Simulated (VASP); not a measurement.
Set up this calculation in VASP 6.6.1, as the native input.

* Task: single point
* Functional: PBE
* Potentials or basis: VASP PAW PBE potentials, release 64 (Mg, Ge_d)
* Cutoff: 520 eV
* k mesh: 10 × 10 × 10
* Occupations: gaussian, width 0.01 eV
* Spin: no spin polarisation
* Dipole correction: no
* Further INCAR settings: ALGO = Normal; EDIFF = 1e-07; NBANDS = 16

The structure of Mg2Ge lies in POSCAR:

```
Mg2Ge
1.0
    0.0000000000      3.2109592251      3.2109592251
    3.2109592251      0.0000000000      3.2109592251
    3.2109592251      3.2109592251      0.0000000000
Mg Ge
2 1
Direct
    0.2500000000      0.2500000000      0.2500000000
    0.7500000000      0.7500000000      0.7500000000
    0.0000000000      0.0000000000      0.0000000000
```

The cell isn't the ideal one: cell and atoms relaxed tightly for response.

One way to write it, as run:

INCAR

```
ALGO = Normal ; EDIFF = 1E-7
ENCUT = 520 ; GGA = PE
ISIF = 2 ; ISMEAR = 0
LASPH = T ; LCHARG = F
LREAL = F ; LWAVE = F
NBANDS = 16 ; NELM = 60
PREC = Accurate ; SIGMA = 0.01
```

KPOINTS

```
k-points
0
Gamma
  10 10 10
```

Potentials or basis: VASP PAW PBE potentials, release 64 (Mg, Ge_d).

Launch:

```bash
$ cat potpaw_PBE.64/Mg/POTCAR potpaw_PBE.64/Ge_d/POTCAR > POTCAR
$ mpirun -np 1 vasp_std > vasp.out
```

It gave:

```json
{
  "Pressure": "-0.1 GPa",
  "Band gap on the k mesh": "0.16 eV, indirect (least direct gap 0.94 eV)"
}
```

It took 49 s on 1 thread of Intel(R) Xeon(R) Platinum 8375C CPU @ 2.90GHz (Ice Lake), with other jobs on the host, peak memory 0.23 GiB.
